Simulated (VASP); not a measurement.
# Si (Fd-3m) in VASP: a series of runs

The runs below take Si through relaxation of cell and atoms, with PBE, LDA.

Program: VASP 6.6.1. These are calculated values, not measurements. Logs are shortened: lines on timing, memory, paths and dates and some standing lists are left out, and cuts for length are marked.

## (1) The structure

The structure is cubic, space group Fd-3m (No. 227). The conventional cell has a = 5.427 Å, b = 5.427 Å, c = 5.427 Å, α = 90.00°, β = 90.00°, γ = 90.00°. Si (site symmetry -43m) is surrounded by 4 Si at 2.35 Å.

## (2) Relaxation of cell and atoms, PBE

File INCAR:

```
PREC = Accurate
ENCUT = 600
EDIFF = 1E-6
ISMEAR = 0
SIGMA = 0.03
LREAL = False
LASPH = True
NELM = 80
ALGO = Normal
ISIF = 3
LWAVE = False
LCHARG = False
GGA = PE
IBRION = 2
NSW = 90
EDIFFG = -0.01
```

File KPOINTS:

```
Automatic mesh
0
Gamma
  10 10 10
```

File POSCAR:

```
Si
1.0
    0.0000000000      2.7135600000      2.7135600000
    2.7135600000      0.0000000000      2.7135600000
    2.7135600000      2.7135600000      0.0000000000
Si
2
Direct
    0.7500000000      0.7500000000      0.7500000000
    0.5000000000      0.5000000000      0.5000000000
```

Potentials or basis: VASP PAW PBE potentials, release 64 (Si).

On the command line:

```bash
cat potpaw_PBE.64/Si/POTCAR > POTCAR
mpirun -np 1 vasp_std > vasp.out
```

OUTCAR:

```text
PREC = Accurate
   ENCUT = 600
   EDIFF = 1E-6
   ISMEAR = 0
   LREAL = False
   LASPH = True
   NELM = 80
   ISIF = 3
   GGA = PE
   IBRION = 2
   NSW = 90
   EDIFFG = -0.01

 ion  position               nearest neighbor table
   1  0.750  0.750  0.750-   2 2.35   2 2.35   2 2.35   2 2.35
   2  0.500  0.500  0.500-   1 2.35   1 2.35   1 2.35   1 2.35

  LATTYP: Found a face centered cubic cell.
 ALAT       =     5.4271200000

  Lattice vectors:

 A1 = (   0.0000000000,   2.7135600000,   2.7135600000)
 A2 = (   2.7135600000,   0.0000000000,   2.7135600000)
 A3 = (   2.7135600000,   2.7135600000,   0.0000000000)

Analysis of symmetry for initial positions (statically):
=====================================================================
 Subroutine PRICEL returns:
 Original cell was already a primitive cell.

 Routine SETGRP: Setting up the symmetry group for a
 face centered cubic supercell.

 Subroutine GETGRP returns: Found 48 space group operations
 (whereof 24 operations were pure point group operations)
 out of a pool of 48 trial point group operations.

The static configuration has the point symmetry T_d .
 The point group associated with its full space group is O_h .

Analysis of symmetry for dynamics (positions and initial velocities):
=====================================================================
 Subroutine PRICEL returns:
 Original cell was already a primitive cell.

 Routine SETGRP: Setting up the symmetry group for a
 face centered cubic supercell.

 Subroutine GETGRP returns: Found 48 space group operations
 (whereof 24 operations were pure point group operations)
 out of a pool of 48 trial point group operations.

The dynamic configuration has the point symmetry T_d .
 The point group associated with its full space group is O_h .

 Subroutine INISYM returns: Found 48 space group operations
 (whereof 24 operations are pure point group operations),
 and found     1 'primitive' translations

----------------------------------------------------------------------------------------

                                     Primitive cell

  volume of cell :      39.9621

  direct lattice vectors                    reciprocal lattice vectors
     0.000000000  2.713560000  2.713560000    -0.184259792  0.184259792  0.184259792
     2.713560000  0.000000000  2.713560000     0.184259792 -0.184259792  0.184259792
     2.713560000  2.713560000  0.000000000     0.184259792  0.184259792 -0.184259792

  length of vectors
     3.837553354  3.837553354  3.837553354     0.319147321  0.319147321  0.319147321

  position of ions in fractional coordinates (direct lattice)
     0.750000000  0.750000000  0.750000000
     0.500000000  0.500000000  0.500000000

  ion indices of the primitive-cell ions
   primitive index   ion index
                 1           1
                 2           2

----------------------------------------------------------------------------------------

 KPOINTS: Automatic mesh

Automatic generation of k-mesh.
 Grid dimensions read from file:
 generate k-points for:   10   10   10

 Generating k-lattice:

  Cartesian coordinates                     Fractional coordinates (reciprocal lattice)
    -0.018425979  0.018425979  0.018425979     0.100000000  0.000000000  0.000000000
     0.018425979 -0.018425979  0.018425979     0.000000000  0.100000000  0.000000000
     0.018425979  0.018425979 -0.018425979     0.000000000  0.000000000  0.100000000

  Length of vectors
     0.031914732  0.031914732  0.031914732

  Shift w.r.t. Gamma in fractional coordinates (k-lattice)
     0.000000000  0.000000000  0.000000000

 Subroutine IBZKPT returns following result:
 ===========================================

 Found     47 irreducible k-points:

 Following reciprocal coordinates:
            Coordinates               Weight
  0.000000  0.000000  0.000000      1.000000
  0.100000  0.000000  0.000000      8.000000
  0.200000  0.000000  0.000000      8.000000
  0.300000  0.000000  0.000000      8.000000
  0.400000  0.000000  0.000000      8.000000
  0.500000  0.000000  0.000000      4.000000
[... 16 lines left out ...]
  0.300000  0.300000  0.000000      6.000000
  0.400000  0.300000  0.000000     24.000000
 [... further k-points ...]
   k-points           NKPTS =     47   k-points in BZ     NKDIM =     47   number of bands    NBANDS=      8
   number of dos      NEDOS =    301   number of ions     NIONS =      2
   total plane-waves  NPLWV =  32768
   dimension x,y,z NGX =    32 NGY =   32 NGZ =   32
   dimension x,y,z NGXF=    64 NGYF=   64 NGZF=   64
   ions per type =               2
   NGX,Y,Z   is equivalent  to a cutoff of  13.86, 13.86, 13.86 a.u.
   NGXF,Y,Z  is equivalent  to a cutoff of  27.73, 27.73, 27.73 a.u.
 SYSTEM =  unknown system
   PREC   = accura    normal or accurate (medium, high low for compatibility)
   ISTART =      0    job   : 0-new  1-cont  2-samecut
   ICHARG =      2    charge: 1-file 2-atom 10-const
   ISPIN  =      1    spin polarized calculation?
   LNONCOLLINEAR =      F non collinear calculations
   LSORBIT =      F    spin-orbit coupling
   LASPH  =      T    aspherical Exc in radial PAW
   ENCUT  =  600.0 eV  44.10 Ry    6.64 a.u.   7.66  7.66  7.66*2*pi/ulx,y,z
   NELM   =     80;   NELMIN=  2; NELMDL= -5     # of ELM steps
   EDIFF  = 0.1E-05   stopping-criterion for ELM
   LREAL  =      F    real-space projection
   EDIFFG = -.1E-01   stopping-criterion for IOM
   NSW    =     90    number of steps for IOM
   IBRION =      2    ionic relax: 0-MD 1-quasi-New 2-CG
   NFREE  =      1    steps in history (QN), initial steepest desc. (CG)
   ISIF   =      3    stress and relaxation
   ISYM   =      2    0-nonsym 1-usesym 2-fastsym
   POTIM  = 0.5000    time-step for ionic-motion
   TEBEG  =    0.0;   TEEND  =   0.0 temperature during run
   PSTRESS=    0.0 pullay stress
   NELECT =       8.0000    total number of electrons
   NUPDOWN=      -1.0000    fix difference up-down
   EMIN   =  10.00;   EMAX   =-10.00  energy-range for DOS
   EFERMI =   0.00;   METHOD = LEGACY
   ISMEAR =     0;   SIGMA  =   0.03  broadening in eV -4-tet -1-fermi 0-gaus
   EFERMI_NEDOS =   21; number of points for ismear=-14 and -15
   IALGO  =     38    algorithm
   IMIX   =      4    mixing-type and parameters
     AMIX     =   0.40;   BMIX     =  1.00
     AMIX_MAG =   1.60;   BMIX_MAG =  1.00
  volume/ion in A,a.u.               =      19.98       134.84
  Fermi-wavevector in a.u.,A,eV,Ry     =   0.957684  1.809760 12.478691  0.917158
  Thomas-Fermi vector in A             =   2.086724
   LORBIT       =      0    0 simple, 1 ext, 2 COOP (PROOUT), +10 PAW based schemes
   GGA     = PE    functional components
   LHFCALC =     F    Hartree Fock is set to
   AEXX    =    0.0000 exact exchange contribution
   IVDW    =     0    specifies the selected vdW correction
   LEPSILON=     F    determine dielectric tensor
   LRPA    =     F    only Hartree local field effects (RPA)
 conjugate gradient relaxation of ions
 non-spin polarized calculation
 Gauss-broadening in eV      SIGMA  =   0.03
  energy-cutoff  :      600.00
  volume of cell :       39.96
 maximum number of plane-waves:      1363
   NGX = 15   NGY = 15   NGZ = 15

--------------------------------------- Ionic step        1  -------------------------------------------

 number of electron       7.9999999 magnetization

 Free energy of the ion-electron system (eV)
  ---------------------------------------------------
  ext. energy  EPLUGINS =         0.00000000
  ---------------------------------------------------
  free energy    TOTEN  =       -10.84325918 eV

  energy without entropy =      -10.84325918  energy(sigma->0) =      -10.84325918

------------------------ aborting loop because EDIFF is reached ----------------------------------------

  FORCE on cell =-STRESS in cart. coord.  units (eV):
  Direction    XX          YY          ZZ          XY          YZ          ZX
  --------------------------------------------------------------------------------------
  -------------------------------------------------------------------------------------
  Total        0.5353272      0.5353272      0.5353272     -0.0000000      0.0000000     -0.0000000
  in kB       21.4625646     21.4625646     21.4625646     -0.0000000      0.0000000     -0.0000000
  external PRESSURE =      21.4625646 kB  Pullay stress =       0.0000000 kB
[... 57 lines left out ...]
  energy  without entropy=      -10.8465565008  energy(sigma->0) =      -10.84655650

--------------------------------------- Ionic step        3  -------------------------------------------

 number of electron       8.0000000 magnetization

 Free energy of the ion-electron system (eV)
  ---------------------------------------------------
  ext. energy  EPLUGINS =         0.00000000
  ---------------------------------------------------
  free energy    TOTEN  =       -10.84929698 eV

  energy without entropy =      -10.84929698  energy(sigma->0) =      -10.84929698

 E-fermi :   5.7959     XC(G=0):  -9.3273

 val. band max:        5.6169485904   @ k =   0.0000   0.0000   0.0000
 cond. band min:       6.2348165243   @ k =   0.4000   0.4000   0.0000
 fundamental gap:      0.6178679339
 Fermi energy:         5.7958820983

 k-point     1 :       0.0000    0.0000    0.0000
  band No.  band energies     occupation
      1      -6.1982      2.00000
      2       5.6169      2.00000
      3       5.6169      2.00000
      4       5.6169      2.00000
      5       8.1738      0.00000
      6       8.1738      0.00000
      7       8.1738      0.00000
      8       8.7518      0.00000
[... 243 lines left out ...]
 k-point    24 :       0.4000    0.3000    0.0000
  band No.  band energies     occupation
      1      -4.0754      2.00000
      2       0.2243      2.00000
      3       2.8233      2.00000
      4       3.2330      2.00000
      5       6.6939      0.00000
      6       7.8827      0.00000
      7      12.4726      0.00000
      8      12.6130      0.00000

 [... further k-points ...]
[... 5 lines left out ...]
  --------------------------------------------------------------------------------------
  -------------------------------------------------------------------------------------
  Total        0.0013438      0.0013438      0.0013438      0.0000000      0.0000000      0.0000000
  in kB        0.0526599      0.0526599      0.0526599      0.0000000      0.0000000      0.0000000
  external PRESSURE =       0.0526599 kB  Pullay stress =       0.0000000 kB
[... 17 lines left out ...]
  FREE ENERGIE OF THE ION-ELECTRON SYSTEM (eV)
  ---------------------------------------------------
  free  energy   TOTEN  =       -10.8492969768 eV

  energy  without entropy=      -10.8492969768  energy(sigma->0) =      -10.84929698

 reached required accuracy - stopping structural energy minimisation
```

Wall time 11 s (1 thread of Intel Xeon 6975P-C (Granite Rapids), shared host); peak memory 0.17 GiB.

Results:

```yaml
Free_energy: -10.8493 eV
Relaxed_volume: 20.44 Å³/atom
Relaxed_cell: a = 3.867 Å, b = 3.867 Å, c = 3.867 Å, α = 60.00°, β = 60.00°, γ = 60.00°
Space_group_after_relaxing_to_0.05_Å: Fd-3m (No. 227)
Energy_gained_by_relaxing: 3.0 meV/atom
Ionic_steps: 3
Pressure_after_relaxing: 0.0 GPa
Band_gap_on_the_k_mesh: 0.62 eV, indirect (least direct gap 2.56 eV)
```

The path:
```tsv
step	energy change (eV)	largest force (eV/Å)	pressure (GPa)	volume (Å³)
1	0.0000	0.0000	2.15	39.96
2	-0.0033	0.0000	-1.34	41.53
3	-0.0060	0.0000	0.01	40.89
```

Final structure:
```
Si
1.0
     0.00000    2.73430    2.73430
     2.73430    0.00000    2.73430
     2.73430    2.73430    0.00000
Si
2
Direct
  0.75000 0.75000 0.75000
  0.50000 0.50000 0.50000
```

## (3) Relaxation of cell and atoms, PBE

This run uses another cell than the first one, of 20.44 Å³/atom, 1.023 times its volume.

Edit INCAR of step 2 so:

```diff
@@ -2,3 +2,3 @@
 ENCUT = 600
-EDIFF = 1E-6
+EDIFF = 1E-7
 ISMEAR = 0
@@ -15,2 +15,2 @@
 NSW = 90
-EDIFFG = -0.01
+EDIFFG = -0.005
```

KPOINTS is that of step 2.

File POSCAR:

```
Si                                      
1.0
    0.0000000000      2.7342968687      2.7342968687
    2.7342968687      0.0000000000      2.7342968687
    2.7342968687      2.7342968687      0.0000000000
  Si            
     2
Direct
     0.7500000000000000    0.7500000000000000    0.7500000000000000
     0.5000000000000000    0.5000000000000000    0.5000000000000000
```

Potentials or basis: VASP PAW PBE potentials, release 64 (Si).

On the command line:

```bash
cat potpaw_PBE.64/Si/POTCAR > POTCAR
mpirun -np 1 vasp_std > vasp.out
```

OUTCAR:

```text
PREC = Accurate
   ENCUT = 600
   EDIFF = 1E-7
   ISMEAR = 0
   LREAL = False
   LASPH = True
   NELM = 80
   ISIF = 3
   GGA = PE
   IBRION = 2
   NSW = 90
   EDIFFG = -0.005

 ion  position               nearest neighbor table
   1  0.750  0.750  0.750-   2 2.37   2 2.37   2 2.37   2 2.37
   2  0.500  0.500  0.500-   1 2.37   1 2.37   1 2.37   1 2.37

  LATTYP: Found a face centered cubic cell.
 ALAT       =     5.4685937374

  Lattice vectors:

[... 447 lines left out ...]
      4       3.2330      2.00000
      5       6.6938      0.00000
      6       7.8826      0.00000
      7      12.4725      0.00000
      8      12.6130      0.00000

 [... further k-points ...]
[... 5 lines left out ...]
  --------------------------------------------------------------------------------------
  -------------------------------------------------------------------------------------
  Total        0.0018060      0.0018060      0.0018060     -0.0000000      0.0000000      0.0000000
  in kB        0.0707717      0.0707717      0.0707717     -0.0000000      0.0000000      0.0000000
  external PRESSURE =       0.0707717 kB  Pullay stress =       0.0000000 kB

 VOLUME and BASIS-vectors are now :
 -----------------------------------------------------------------------------
  energy-cutoff  :      600.00
  volume of cell :       40.89
      direct lattice vectors                 reciprocal lattice vectors
     0.000000000  2.734296869  2.734296869    -0.182862368  0.182862368  0.182862368
     2.734296869  0.000000000  2.734296869     0.182862368 -0.182862368  0.182862368
     2.734296869  2.734296869  0.000000000     0.182862368  0.182862368 -0.182862368

 POSITION                                       TOTAL-FORCE (eV/Angst)
 -----------------------------------------------------------------------------------
      4.10145      4.10145      4.10145        -0.000000     -0.000000     -0.000000
      2.73430      2.73430      2.73430         0.000000      0.000000      0.000000
 -----------------------------------------------------------------------------------
    total drift:                               -0.000000     -0.000000     -0.000000

  FREE ENERGIE OF THE ION-ELECTRON SYSTEM (eV)
  ---------------------------------------------------
  free  energy   TOTEN  =       -10.8493344529 eV

  energy  without entropy=      -10.8493344529  energy(sigma->0) =      -10.84933445

 reached required accuracy - stopping structural energy minimisation
```

It took 6.2 s on 1 thread of Intel Xeon 6975P-C (Granite Rapids), shared host; peak memory 0.17 GiB.

Results:

```yaml
Free_energy: -10.8493 eV
Pressure_after_relaxing: 0.0 GPa
Band_gap_on_the_k_mesh: 0.62 eV, indirect (least direct gap 2.56 eV)
```

Final structure:
```
CELL_PARAMETERS angstrom
0.00000 2.73430 2.73430
2.73430 0.00000 2.73430
2.73430 2.73430 0.00000
ATOMIC_POSITIONS crystal
Si 0.75000 0.75000 0.75000
Si 0.50000 0.50000 0.50000
```

Caveat: the relaxation stopped at its first step, so nothing moved. A k mesh can miss the band edges.

## (4) Relaxation of cell and atoms, LDA

File INCAR:

```
ALGO     = Normal         # electronic algorithm
EDIFF    = 1E-6           # SCF threshold, eV
EDIFFG   = -0.01          # ionic threshold
ENCUT    = 600            # plane-wave cutoff, eV
IBRION   = 2              # ionic algorithm
ISIF     = 3              # what is computed and relaxed
ISMEAR   = 0              # smearing method
LASPH    = T              # aspherical terms in the spheres
LCHARG   = F              # write CHGCAR
LREAL    = F              # projectors in reciprocal space
LWAVE    = F              # write WAVECAR
NELM     = 80             # most SCF steps
NSW      = 90             # ionic steps
PREC     = Accurate       # precision mode
SIGMA    = 0.03           # smearing width, eV
```

File KPOINTS:

```
k-points
0
Gamma
  10 10 10
```

File POSCAR:

```
Si
1.0
    0.0000000000      2.7135600000      2.7135600000
    2.7135600000      0.0000000000      2.7135600000
    2.7135600000      2.7135600000      0.0000000000
Si
2
Direct
    0.7500000000      0.7500000000      0.7500000000
    0.5000000000      0.5000000000      0.5000000000
```

Potentials or basis: VASP PAW LDA potentials, release 64 (Si).

On the command line:

```bash
cat potpaw_LDA.64/Si/POTCAR > POTCAR
mpirun -np 1 vasp_std > vasp.out
```

It took 10 s on 1 thread of AMD EPYC 9R45 (Zen 5), shared host; peak memory 0.12 GiB.

Results (log left out):

| Item | Value |
| --- | --- |
| Free energy | -11.9193 eV |
| Relaxed volume | 19.72 Å³/atom |
| Relaxed cell | a = 3.820 Å, b = 3.820 Å, c = 3.820 Å, α = 60.00°, β = 60.00°, γ = 60.00° |
| Space group after relaxing (to 0.05 Å) | Fd-3m (No. 227) |
| Energy gained by relaxing | 1.1 meV/atom |
| Ionic steps | 3 |
| Pressure after relaxing | 0.0 GPa |
| Band gap on the k mesh | 0.45 eV, indirect (least direct gap 2.53 eV) |

Step by step:
| step | energy change (eV) | largest force (eV/Å) | pressure (GPa) | volume (Å³) |
| --- | --- | --- | --- | --- |
| 1 | 0.0000 | 0.0000 | -1.26 | 39.96 |
| 2 | -0.0011 | 0.0000 | 0.93 | 39.06 |
| 3 | -0.0021 | 0.0000 | 0.00 | 39.43 |

Final structure:
```xyz
2
Lattice="0.0000 2.7015 2.7015 2.7015 0.0000 2.7015 2.7015 2.7015 0.0000" Properties=species:S:1:pos:R:3 pbc="T T T"
Si    4.0522    4.0522    4.0522
Si    2.7015    2.7015    2.7015
```

Levels at points of the mesh, in eV from the valence-band top:
```
           k point  band 2  band 3  band 4  band 5  band 6  band 7
(0.00, 0.00, 0.00)    0.00    0.00    0.00    2.53    2.53    2.53
(0.50, 0.00, 0.00)   -7.06   -1.21   -1.21    1.48    3.29    3.29
(0.50, 0.50, 0.00)   -7.86   -2.89   -2.89    0.57    0.57   10.11
```
